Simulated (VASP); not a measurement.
The system is CdS (Hawleyite).

```
Cd S
1.0
     0.00000    2.91764    2.91764
     2.91764    0.00000    2.91764
     2.91764    2.91764    0.00000
Cd S
1 1
Direct
  0.00000 0.00000 0.00000
  0.25000 0.25000 0.25000
```

Base run:

```yaml
Program: VASP 6.6.1
Functional: PBE0
Potentials_or_basis: VASP PAW PBE potentials, release 64 (Cd, S)
Cutoff: 520 eV
k_mesh: 6 × 6 × 6
Occupations: gaussian, width 0.03 eV
Spin: no spin polarisation
```

Its results: band gap on the k mesh 2.81 eV, direct; pressure 1.8 GPa.

**Question.** The run is repeated on the same cell with these changes: functional from PBE0 to PBE-EpsX. What comes out?

**Answer.** Band gap on the k mesh 2.15 eV, direct; pressure 2.3 GPa.

Caveats: the PAW data sets were made with another functional, which shifts forces and pressure a little.
